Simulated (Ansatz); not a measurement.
**MoSi2P4 monolayer in a perpendicular field**

Aim: how the MoSi2P4 monolayer screens a field along its normal, and what the field does to its bands. A positive field points along +c.

Method: plane-wave DFT, PBE-D3(BJ), Ansatz PAW (set soft_1); PAW set soft_1, in Ansatz 0.2.0.

### 1. The starting structure

The cell holds 7 atoms: 4 P, 2 Si and 1 Mo. Its edges and angles: a = 3.480 Å, b = 3.480 Å, c = 47.564 Å, α = 90.0°, β = 90.0°, γ = 120.0°. Vacuum lies along c.

### 2. Relaxing the slab

The starting cell is a guess, so the in-plane lattice and the atoms are relaxed first, with the slab cut off from its images along the normal.

input.yaml

```yaml
crystal:
  lattice:
    - [3.48, 0.0, 0.0]
    - [-1.74, 3.0137684052, 0.0]
    - [0.0, 0.0, 47.5637228417]
  atoms:
    - { symbol: P, position: [0.0, 0.0, 0.4131299828] }
    - { symbol: Si, position: [0.3333333333, 0.6666666667, 0.4266789168] }
    - { symbol: P, position: [0.3333333333, 0.6666666667, 0.4710404569] }
    - { symbol: Mo, position: [0.0, 0.0, 0.5] }
    - { symbol: P, position: [0.3333333333, 0.6666666667, 0.5289595431] }
    - { symbol: Si, position: [0.3333333333, 0.6666666667, 0.5733210832] }
    - { symbol: P, position: [0.0, 0.0, 0.5868700172] }
  periodic: [true, true, false]
kpoints:
  mp_grid: { grid: [12, 12, 1] }
hamiltonian:
  xc: pbe
  dispersion: d3bj
  pseudopotentials: { kind: paw, azcp: { folder: soft_1 } }
scf:
  occupations: { method: fermi_dirac, width: 0.05 }
  convergence: { dr2_threshold: 1.0e-09 }
relax:
  f_tol: 0.004
  max_steps: 90
  cell: {}
output:
  write_potential: true
  write_density: true
  volumetric_format: npy
```

Started as:

```bash
$ ansatz run input.yaml --threads 2 --pin off --max-ram 3072MiB --backend cpu --events-out ev --progress --plain --runs-dir out
```

Numbers of over 12 decimals in the logs are rounded to 6 here.

The program printed:

```text
Warning: relax.cell: scf.convergence.dr2_threshold = 1e-9 eV is looser than the 2.09855049712e-10 eV advised for a relaxation that steers and ends on the stress (1e-10 eV for each atom of the cell: 7, times the square of relax.cell.stress_2d_tol = 0.05 N/m over 18.3 Å (the atoms' height at the walk's start and 5 Å past either face), 2.738e-2 GPa, over a crystal's default 0.05). What an SCF threshold leaves in a stress goes as its square root, and in the free energy as the threshold itself, and one threshold admits the most on a small cell: [figures from the program's tests cut] Set scf.convergence.dr2_threshold to 2.09855049712e-10 eV or tighter. [rest of the remark cut]
Engine: ansatz 0.2.0, aarch64-unknown-linux-gnu
Pseudopotentials: kind: paw
Pseudopotential: P, paw, valence charge 5, recommended cutoff 420 eV (normal), soft_1/P.paw.azcp
Pseudopotential: Si, paw, valence charge 4, recommended cutoff 420 eV (normal), soft_1/Si.paw.azcp
Pseudopotential: Mo, paw, valence charge 14, recommended cutoff 420 eV (normal), soft_1/Mo.paw.azcp
Functional definition: PBE
  parameter kappa = 0.804
  parameter beta = 0.066725
  exchange = pbe_x(kappa = kappa, mu = beta*pi^2/3)
  correlation = pbe_c(beta = beta)
Crystal: 7 atoms, lattice volume = 498.844 Å³
Basis set: ecut = 420 eV, 9681 PW (Γ), exchange–correlation on 48×48×640 points (8 copies of the dense FFT grid, shifted against one another)
Bands: 28, of which v1, the nominal top of the filled ones, is band 21 counted from 1 (20 counted from 0)
Symmetry: 12 space group operations
Space group: P-6m2 (ITA 187), of the structure as read, at distance tolerance 7.9e-5 Å
k-points: 19 of 144 (time reversal used)
Non-local potential: P, projectors of the file, l = 0: 2, l = 1: 2, l = 2: 1
Non-local potential: Si, projectors of the file, l = 0: 2, l = 1: 2, l = 2: 1
Non-local potential: Mo, projectors of the file, l = 0: 3, l = 1: 2, l = 2: 2, l = 3: 1
PAW form: soft (Blöchl's): semilocal exchange-correlation on the pseudo side does not see the compensation charge
PAW one-centre angular grid: P, 110 points (default); XC on 64 Gauss nodes
PAW one-centre angular grid: Si, 110 points (default); XC on 64 Gauss nodes
PAW one-centre angular grid: Mo, 590 points (default); XC on 64 Gauss nodes
Initial density: superposition of atomic densities (neutral atoms: chi_scale 0, normalization atom)
Initial wavefunctions: pseudopotential atomic-orbital guess
Functional: x = pbe(κ = 0.804, μ = 0.219515), c = pbe(β = 0.066725)
SCF iter   1: F=—  HF=-9255.485773 eV  |F-HF|=—  |Δ(HF+E_count)|=         —  Δρ=3.62e-2  dr2=8.62e0  ethr=3.10e-3  ⟨swp⟩=20.7  Hψ=5698  notcnv=0
preconditioner: auto → LDOS  [insulator: Δε(μ)=0.357 eV  Ē_g=8.691 eV  σ=0.050 eV  W_gap=0.94  n_scr=26 (ndim 8)  ℏωp=9.7 eV  f_vac=0.731  D(μ)=0.05/eV (n_scr^D=2)  ε∞_Penn≈2.2  β→1.0]
SCF iter   2: F=—  HF=-9262.549879 eV  |F-HF|=—  |Δ(HF+E_count)|=    7.06e0  Δρ=7.86e-2  dr2=6.48e1  ethr=3.10e-3  ⟨swp⟩=6.6  Hψ=2023  notcnv=0  defer=31  recentre
SCF iter   3: F=—  HF=-9253.717609 eV  |F-HF|=—  |Δ(HF+E_count)|=    8.83e0  Δρ=1.62e-2  dr2=1.64e0  ethr=3.10e-3  ⟨swp⟩=6.6  Hψ=2192  notcnv=0  defer=20
SCF iter   4: F=—  HF=-9253.345781 eV  |F-HF|=—  |Δ(HF+E_count)|=   3.72e-1  Δρ=1.66e-3  dr2=2.69e-2  ethr=3.10e-3  ⟨swp⟩=4.1  Hψ=1370  notcnv=0  defer=29
SCF iter   5: F=—  HF=-9253.338690 eV  |F-HF|=—  |Δ(HF+E_count)|=   7.09e-3  Δρ=5.31e-4  dr2=1.95e-3  ethr=6.41e-5  ⟨swp⟩=3.4  Hψ=1292  notcnv=0  defer=29
SCF iter   6: F=—  HF=-9253.338890 eV  |F-HF|=—  |Δ(HF+E_count)|=   2.00e-4  Δρ=1.61e-4  dr2=1.01e-3  ethr=4.64e-6  ⟨swp⟩=3.3  Hψ=1195  notcnv=0  defer=29
SCF iter   7: F=—  HF=-9253.338816 eV  |F-HF|=—  |Δ(HF+E_count)|=   7.36e-5  Δρ=7.80e-5  dr2=1.62e-4  ethr=2.40e-6  ⟨swp⟩=2.4  Hψ=761  notcnv=0  defer=29
SCF iter   8: F=—  HF=-9253.338805 eV  |F-HF|=—  |Δ(HF+E_count)|=   1.14e-5  Δρ=2.63e-5  dr2=8.17e-6  ethr=3.86e-7  ⟨swp⟩=3.3  Hψ=965  notcnv=0  defer=29
SCF iter   9: F=—  HF=-9253.338778 eV  |F-HF|=—  |Δ(HF+E_count)|=   2.67e-5  Δρ=6.52e-6  dr2=4.25e-7  ethr=1.94e-8  ⟨swp⟩=3.5  Hψ=1169  notcnv=0  defer=29
SCF iter  10: F=—  HF=-9253.338837 eV  |F-HF|=—  |Δ(HF+E_count)|=   5.90e-5  Δρ=2.78e-6  dr2=3.62e-8  ethr=1.01e-9  ⟨swp⟩=3.3  Hψ=1121  notcnv=0  defer=29
SCF iter  11: F=—  HF=-9253.338837 eV  |F-HF|=—  |Δ(HF+E_count)|=   3.49e-8  Δρ=6.49e-7  dr2=1.39e-9  ethr=8.62e-11  ⟨swp⟩=3.4  Hψ=1181  notcnv=0  defer=29
SCF iter  12: F=-9253.338837 eV  HF=-9253.338837 eV  |F-HF|=3.01e-9  |Δ(HF+E_count)|=   1.82e-8  Δρ=1.74e-7  dr2=1.16e-10  ethr=2.38e-12  ⟨swp⟩=12.9  Hψ=4619  notcnv=0
SCF 1 converged in 12 iterations: F = -9253.338837 eV  dr2 = 1.16e-10
  greatest PAW one-centre occupation: 0.999 electrons in one spin orbital (limit 2), on the Mo atom at site 3 (counted from 0), in its partial waves of l = 0
relax step   1: F+E_penalty+E_count = -9253.33883729 eV  Δ(F+E_penalty+E_count) = +0.000e0 eV  max|allowed force component| = 3.492e0 eV/Å  Δτ_max = 0.0000 Å  P = +9.174 N/m  Ω = 498.844 Å³  fix = [c, alpha, beta]  reactions: c +0.000 N/m  (12 SCF iters, accepted)
Crystal: 7 atoms, lattice volume = 499.805 Å³
Basis set: ecut = 420 eV, 9717 PW (Γ), exchange–correlation on 48×48×640 points (8 copies of the dense FFT grid, shifted against one another)
Initial density: handed on by an earlier stage of this run
Initial wavefunctions: those handed on with the density
iter 1 solved again at ethr=4.65e-4 eV; its pass at ethr=3.10e-3 eV (dr2=1.95e-1 eV) is discarded
SCF iter   1: F=—  HF=-9254.541714 eV  |F-HF|=—  |Δ(HF+E_count)|=         —  Δρ=4.40e-3  dr2=2.01e-1  ethr=4.65e-4  ⟨swp⟩=2.3  Hψ=5187  notcnv=0
preconditioner: auto → Resta (q_TF=auto, 1.806 Å⁻¹)  ε∞=2.4  [insulator: Δε(μ)=0.386 eV  Ē_g=8.162 eV  σ=0.050 eV  W_gap=0.96  n_scr=26 (ndim 8)  ℏωp=9.7 eV  f_vac=0.728  D(μ)=0.04/eV (n_scr^D=0)  ε∞_Penn≈2.4  vacuum switching on, ρ_ref=4.8e-3 e/Å³]
SCF iter   2: F=—  HF=-9254.510024 eV  |F-HF|=—  |Δ(HF+E_count)|=   3.17e-2  Δρ=2.12e-3  dr2=4.61e-2  ethr=4.65e-4  ⟨swp⟩=4.9  Hψ=1080  notcnv=0
SCF iter   3: F=—  HF=-9254.504997 eV  |F-HF|=—  |Δ(HF+E_count)|=   5.03e-3  Δρ=1.24e-3  dr2=1.32e-2  ethr=1.10e-4  ⟨swp⟩=4.3  Hψ=1180  notcnv=0  defer=8
SCF iter   4: F=—  HF=-9254.505848 eV  |F-HF|=—  |Δ(HF+E_count)|=   8.50e-4  Δρ=1.14e-3  dr2=1.51e-2  ethr=3.14e-5  ⟨swp⟩=3.6  Hψ=1156  notcnv=0  defer=15
SCF iter   5: F=—  HF=-9254.503824 eV  |F-HF|=—  |Δ(HF+E_count)|=   2.02e-3  Δρ=2.94e-4  dr2=5.03e-4  ethr=3.14e-5  ⟨swp⟩=2.5  Hψ=769  notcnv=0  defer=15
[...]
SCF iter   9: F=—  HF=-9254.972266 eV  |F-HF|=—  |Δ(HF+E_count)|=   6.05e-5  Δρ=4.15e-6  dr2=1.35e-7  ethr=1.29e-9  ⟨swp⟩=3.6  Hψ=1309  notcnv=0  defer=27
SCF iter  10: F=—  HF=-9254.972266 eV  |F-HF|=—  |Δ(HF+E_count)|=   2.99e-8  Δρ=6.94e-7  dr2=4.23e-9  ethr=3.20e-10  ⟨swp⟩=3.1  Hψ=1048  notcnv=0  defer=27
SCF iter  11: F=-9254.972266 eV  HF=-9254.972266 eV  |F-HF|=1.91e-10  |Δ(HF+E_count)|=  6.38e-10  Δρ=1.00e-7  dr2=1.05e-10  ethr=2.38e-12  ⟨swp⟩=14.0  Hψ=4942  notcnv=0
SCF 3 converged in 11 iterations: F = -9254.972266 eV  dr2 = 1.05e-10
relax step   3: F+E_penalty+E_count = -9254.97226607 eV  Δ(F+E_penalty+E_count) = -4.683e-1 eV  max|allowed force component| = 6.950e-1 eV/Å  Δτ_max = 0.1946 Å  P = -1.457 N/m  Ω = 494.501 Å³  energy of the carried Pulay correction = +7.038e-5 eV  fix = [c, alpha, beta]  reactions: c -0.000 N/m  (11 SCF iters, accepted)
[...]
relax step   4: F+E_penalty+E_count = -9255.15072204 eV  Δ(F+E_penalty+E_count) = -1.785e-1 eV  max|allowed force component| = 1.505e-1 eV/Å  Δτ_max = 0.1948 Å  P = -0.280 N/m  Ω = 480.437 Å³  energy of the carried Pulay correction = +3.026e-4 eV  fix = [c, alpha, beta]  reactions: c -0.000 N/m  (12 SCF iters, accepted)
[...]
relax step   5: F+E_penalty+E_count = -9255.15160192 eV  Δ(F+E_penalty+E_count) = -8.799e-4 eV  max|allowed force component| = 3.810e-2 eV/Å  Δτ_max = 0.0051 Å  P = +0.008 N/m  Ω = 480.213 Å³  energy of the carried Pulay correction = +3.063e-4 eV  fix = [c, alpha, beta]  reactions: c +0.000 N/m  (10 SCF iters, accepted)
[...]
relax step   6: F+E_penalty+E_count = -9255.15164852 eV  Δ(F+E_penalty+E_count) = -4.660e-5 eV  max|allowed force component| = 7.819e-3 eV/Å  Δτ_max = 0.0015 Å  P = -0.079 N/m  Ω = 480.623 Å³  energy of the carried Pulay correction = +2.995e-4 eV  fix = [c, alpha, beta]  reactions: c -0.000 N/m  (7 SCF iters, accepted)
[...]
relax step   7: F+E_penalty+E_count = -9255.15166651 eV  Δ(F+E_penalty+E_count) = -1.800e-5 eV  max|allowed force component| = 1.486e-3 eV/Å  Δτ_max = 0.0008 Å  P = -0.002 N/m  Ω = 480.380 Å³  energy of the carried Pulay correction = +3.035e-4 eV  fix = [c, alpha, beta]  reactions: c -0.000 N/m  (7 SCF iters, accepted)
Initial wavefunctions: pseudopotential atomic-orbital guess (no wavefunctions were taken with the density)
iter 1 solved again at ethr=2.59e-7 eV; its pass at ethr=3.10e-3 eV (dr2=1.09e-4 eV) is discarded
SCF iter   1: F=—  HF=-9255.151522 eV  |F-HF|=—  |Δ(HF+E_count)|=         —  Δρ=1.45e-5  dr2=1.62e-7  ethr=2.59e-7  ⟨swp⟩=7.1  Hψ=8330  notcnv=0
preconditioner: auto → Resta (q_TF=auto, 1.818 Å⁻¹)  ε∞=2.5  [insulator: Δε(μ)=0.990 eV  Ē_g=8.011 eV  σ=0.050 eV  W_gap=1.00  n_scr=26 (ndim 8)  ℏωp=9.9 eV  f_vac=0.715  D(μ)=0.00/eV (n_scr^D=0)  ε∞_Penn≈2.5  vacuum switching on, ρ_ref=4.7e-3 e/Å³]
SCF iter   2: F=—  HF=-9255.151399 eV  |F-HF|=—  |Δ(HF+E_count)|=   1.23e-4  Δρ=7.01e-6  dr2=4.36e-8  ethr=3.85e-10  ⟨swp⟩=4.6  Hψ=1640  notcnv=0
SCF iter   3: F=—  HF=-9255.151399 eV  |F-HF|=—  |Δ(HF+E_count)|=   4.71e-8  Δρ=2.13e-6  dr2=3.15e-8  ethr=1.04e-10  ⟨swp⟩=2.7  Hψ=990  notcnv=0
SCF iter   4: F=—  HF=-9255.151399 eV  |F-HF|=—  |Δ(HF+E_count)|=  2.16e-10  Δρ=5.62e-7  dr2=1.26e-9  ethr=7.51e-11  ⟨swp⟩=3.3  Hψ=1038  notcnv=0
SCF iter   5: F=-9255.151399 eV  HF=-9255.151399 eV  |F-HF|=2.36e-10  |Δ(HF+E_count)|=  3.55e-10  Δρ=2.10e-7  dr2=2.91e-10  ethr=2.38e-12  ⟨swp⟩=18.7  Hψ=5144  notcnv=0
SCF 8 converged in 5 iterations: F = -9255.151399 eV  dr2 = 2.91e-10
relax step   8: F+E_penalty+E_count = -9255.15139917 eV  Δ(F+E_penalty+E_count) = +2.673e-4 eV  max|allowed force component| = 1.476e-3 eV/Å  Δτ_max = 0.0000 Å  P = -0.003 N/m  Ω = 480.380 Å³  fix = [c, alpha, beta]  reactions: c -0.000 N/m  stress off target by 3.10e-3 N/m on what of the cell is left free  SCF on the basis re-selected at this cell (its energy is not comparable with the rows above)  (5 SCF iters)
basis re-selected at this cell: Δ(F+E_penalty+E_count) = +2.673e-4 eV, ΔP = -0.001 N/m vs the last step (what re-selecting the basis moved, of the pressure what is left beyond the Pulay correction that the steps carried, after the strain that the cell walked since its last selection, with what the two solves' SCF thresholds leave and, on support functions, any second-order correction that the steps lacked; it is no m [...]
WARN: The output density's exchange-correlation potential varies sharply where the density is thin. Do not read a vacuum level from v_tot or v_xc, or from such a field of the output density. On a cell that repeats whose density bears no net charge and no dipole along the vacuum's axis use v_es (v_loc + v_h of the components); under efield.dipole_correction with no amplitude use v_es + v_field, which holds any externa [...]
SCF converged after 5 iterations
Free energy (F): -9255.151399 eV
Harris-Foulkes:  -9255.151399 eV  (|F-HF|=2.36e-10)
Internal energy: -9255.151397 eV  (E = F + TS)
E sigma→0 (E₀):  -9255.151398 eV
Entropy (-TS):   -0.000002 eV (-0.000 meV/atom)
Fermi energy:    -4.929138 eV
--- Per-component energies (eV) ---
  E_band       = -730.952260
  E_kinetic    = 784.688537
  E_local      = -136542.567105  (includes V_loc(G=0)·N_el)
  E_nonlocal   = 323.667398
  E_hartree    = 67729.660895
  E_xc         = -583.060361
  E_vxc        = -562.334347  (∫ρ·V_xc dr)
  E_paw        = -6467.918106  (= ΣΔE_a)
  E_vpaw       = -193.732227  (= ΣTr[D̂ρ^β])
  E_aug_tail   = 0.000116  (compensation charges beyond the density's cutoff)
  E_ewald      = 65502.908786
  E_disp       = -2.531556  (pairwise vdW)
  E_smearing   = -0.000002  (= −TS)
  E_closure    = 0.000000  (closes the sum)
  Σ components = -9255.151399   (vs F -9255.151399, Δ=0.00e0)
--- Forces (eV/Å), atoms counted from 1 ---
  atom   1  P     -0.00000000    -0.00000000     0.00099739
  atom   2  Si     0.00000000     0.00000000    -0.00147636
  atom   3  P     -0.00000000    -0.00000000    -0.00016309
  atom   4  Mo    -0.00000000    -0.00000000     0.00000000
  atom   5  P     -0.00000000    -0.00000000     0.00016309
  atom   6  Si     0.00000000     0.00000000     0.00147636
  atom   7  P     -0.00000000    -0.00000000    -0.00099739
  max |Σ_I F_I| component: 7.59e-16 eV/Å
--- 2D stress c σ (N/m, compression-positive) ---
       -0.003104       0.000000       0.000000
        0.000000      -0.003104       0.000000
        0.000000       0.000000       0.000000
  P = ½ c Tr σ = -0.0031 N/m
--- Band table (eV; the first three rows and the last of 19) ---
  k-point 0: bands = [... 17 lower, -6.0477, -5.9886, -5.9886, -5.6535, -2.6165, -2.6165, -2.3079, -2.3079, ... 3 higher]
  k-point 1: bands = [... 17 lower, -6.2547, -6.2248, -6.1817, -5.6441, -2.8488, -2.6380, -2.4298, -2.2807, ... 3 higher]
  k-point 2: bands = [... 17 lower, -6.6997, -6.6027, -6.3266, -5.8116, -3.2116, -3.1771, -2.4657, -2.0540, ... 3 higher]
  k-point 18: bands = [... 17 lower, -8.1137, -6.8917, -6.2072, -5.4248, -4.4348, -3.8802, -3.7545, -2.8417, ... 3 higher]
  the weakly bound empty levels are not read free of the cell's end (no_gap_told)
--- Relaxed structure (7 steps of the walk, 7 accepted, 1 SCFs on fresh bases) ---
  F+E_penalty+E_count = -9255.15139917 eV   max|allowed force component| = 1.476e-3 eV/Å   (the final SCF, on the basis selected at the relaxed cell)
  cell:  # Å, volume = 480.3803 Å³
    - [3.414990, 0, 0.0]
    - [-1.707495, 2.957468, 0.0]
    - [0.0, 0.0, 47.5637228417]
  atoms:
    - { symbol: P, position: [1.0573552618554972e-17, -5.1357255561990634e-17, 0.400904] }
    - { symbol: Si, position: [0.333333, 0.666667, 0.422868] }
    - { symbol: P, position: [0.333333, 0.666667, 0.469882] }
    - { symbol: Mo, position: [1.0573552618554984e-17, -5.1357255561990634e-17, 0.500000] }
    - { symbol: P, position: [0.333333, 0.666667, 0.530118] }
    - { symbol: Si, position: [0.333333, 0.666667, 0.577132] }
    - { symbol: P, position: [1.0573552618554972e-17, -5.1357255561990634e-17, 0.599096] }
```

Run time: 1.8 min. Hardware: 2 threads of Arm Neoverse V2, shared host; peak memory 0.72 GiB; 3.5 min of CPU time.

Step by step:

| step | energy less that of the first step (eV) | largest force component (eV/Å) | volume (Å³) |
| --- | --- | --- | --- |
| 1 | 0.0000 | 3.4922 | 498.84 |
| 2 | -1.1651 | 1.9731 | 499.80 |
| 3 | -1.6334 | 0.6950 | 494.50 |
| 4 | -1.8119 | 0.1505 | 480.44 |
| 5 | -1.8128 | 0.0381 | 480.21 |
| 6 | -1.8128 | 0.0078 | 480.62 |
| 7 | -1.8128 | 0.0015 | 480.38 |
| 8* | -1.8126 | 0.0015 | 480.38 |

Relaxation steps marked * repeat the geometry before them on a plane-wave basis chosen anew for their cell, so energy and pressure can jump there.

The run keeps the 12 symmetry operations that it works with, so distortions that break them were not tested.

| cell as run | before | after | change |
| --- | --- | --- | --- |
| a (Å) | 3.480 | 3.415 | -1.9 % |
| b (Å) | 3.480 | 3.415 | -1.9 % |

The atoms that moved most (Å, along periodic axes as changes of fractional coordinates times the final cell, across vacuum about the mean position):

| atom | dx | dy | dz | length |
| --- | --- | --- | --- | --- |
| P1 | 0.000 | 0.000 | -0.581 | 0.581 |
| P7 | 0.000 | 0.000 | 0.581 | 0.581 |
| Si2 | 0.000 | 0.000 | -0.181 | 0.181 |
| Si6 | 0.000 | 0.000 | 0.181 | 0.181 |
| P5 | 0.000 | 0.000 | 0.055 | 0.055 |
| P3 | 0.000 | 0.000 | -0.055 | 0.055 |

The lattice constant a goes from 3.480 to 3.415 Å.

(Continued in part 2 of 2.)

[Logs are printed without paths, hosts, clocks, repeated set-up lines and the standing remarks that a program may print on its own settings, such as how far it seeks lower states.]

[Hosts, paths, dates, database ids (printed as entryN), source tags and the programs' standing remarks are cut or masked in the printed files.]

[Maps of the electrostatic potential energy from Ansatz leave out the sawtooth potential of an applied field or a dipole correction, so their vacuum need not be flat; planar profiles and work functions include it.]
